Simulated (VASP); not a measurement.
# TiO₂: electric field gradients, by potentials

TiO₂, I4_1/amd (no. 141), 6 atoms in the cell.

| Potentials | Vzz of the first element (V/Å²) | Vzz of the second element (V/Å²) | Time (s) |
|---|---|---|---|
| Ti_sv, O | 7.74 | 17.02 | 594 |
| Ti, O | 7.82 | 19.40 | 483 |
| Ti_sv_GW, O_GW | 8.44 | 17.50 | 587 |
| Ti_sv, O_h | 7.53 | 17.18 | 499 |

## Input of the first row

INCAR:
```
GGA = PE
PREC = Accurate
ENCUT = 950
EDIFF = 1E-7
LREAL = False
LASPH = True
ALGO = Normal
NELM = 120
LWAVE = False
LCHARG = False
ISMEAR = 0
SIGMA = 0.02
KPAR = 4
LEFG = True
QUAD_EFG = 302 -25.58
```

KPOINTS:
```
k-points
0
Gamma
  9 9 9
```

POSCAR:
```
TiO2
1.0
   -1.8921000000      1.8921000000      4.7573000000
    1.8921000000     -1.8921000000      4.7573000000
    1.8921000000      1.8921000000     -4.7573000000
Ti O
2 4
Direct
    0.7500000000      0.2500000000      0.5000000000
    0.0000000000      0.0000000000      0.0000000000
    0.7919000000      0.7919000000      0.0000000000
    0.5419000000      0.0419000000      0.5000000000
    0.9581000000      0.4581000000      0.5000000000
    0.2081000000      0.2081000000      0.0000000000
```

Commands:
```
cat potpaw_PBE.64/Ti_sv/POTCAR potpaw_PBE.64/O/POTCAR > POTCAR
mpirun -np 4 vasp_std > vasp.out
```

Changes of the last row against the first:
```
- cat potpaw_PBE.64/Ti_sv/POTCAR potpaw_PBE.64/O/POTCAR > POTCAR
+ cat potpaw_PBE.64/Ti_sv/POTCAR potpaw_PBE.64/O_h/POTCAR > POTCAR
```

VASP 6.6.1 took 594 s on 4 cores (AMD EPYC 7571), a shared host.
